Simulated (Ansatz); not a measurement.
# Ga2O3 (C2/m)

Method: DFT r2SCAN, scalar-relativistic, plane waves, PAW in Ansatz.

Settings: cutoff 500 eV, Γ-centred mesh 8×8×4 on the computed 10-atom cell, Gaussian smearing of 0.02 eV; no spin polarisation.

The structure is relaxed at this level of theory with its symmetry kept.

```cif
data_structure
_symmetry_space_group_name_H-M 'C2/m'
_symmetry_Int_Tables_number 12
_cell_length_a 12.2557
_cell_length_b 3.0391
_cell_length_c 5.8084
_cell_angle_alpha 90.000
_cell_angle_beta 103.806
_cell_angle_gamma 90.000
_cell_volume 210.09
loop_
_atom_site_label
_atom_site_type_symbol
_atom_site_symmetry_multiplicity
_atom_site_Wyckoff_symbol
_atom_site_fract_x
_atom_site_fract_y
_atom_site_fract_z
_atom_site_occupancy
Ga1 Ga 4 i 0.09052 0.00000 0.79479 1
Ga2 Ga 4 i 0.15873 0.50000 0.31448 1
O1 O 4 i 0.16421 0.00000 0.10916 1
O2 O 4 i 0.17334 0.00000 0.56352 1
O3 O 4 i 0.49629 0.00000 0.25624 1
```

(1) Formation energy from the elements' standard states (uncorrected)?

(2) Generalised Kohn–Sham band gap?

(3) Löwdin character of the top 1 eV of the valence band?

(4) Löwdin character of the lowest 1 eV of the conduction band?

(5) Electron masses at the edge by Cartesian direction of the standard setting (m_e; degenerate bands sorted by energy; no spin-orbit coupling)?

(6) Hole masses at the edge by Cartesian direction of the standard setting (m_e; degenerate bands sorted by energy; no spin-orbit coupling)?

(7) Bulk modulus?

(8) Its pressure derivative?

(9) Bader charges (e)?

Results:

(1) -2.087 eV/atom.

(2) 3.02 eV, indirect from (0.448, -0.458, -0.500) to Γ.

(3) O 2p 96 %.

(4) Ga 4s 49 %, O 2s 29 %, O 2p 12 %, Ga 4p 9 %.

(5) x: 0.26; y: 0.26; z: 0.25.

(6) x: 3.1; y: 3.7; z: 4.6.

(7) 181 GPa.

(8) 3.7.

(9) Ga (2 in the cell) 1.95, Ga (2 in the cell) 2.02, O (2 in the cell) -1.32, O (2 in the cell) -1.33, O (2 in the cell) -1.32.

Cost: 8 runs of about 45 core-minutes in all, on Arm Neoverse V1 (shared hosts).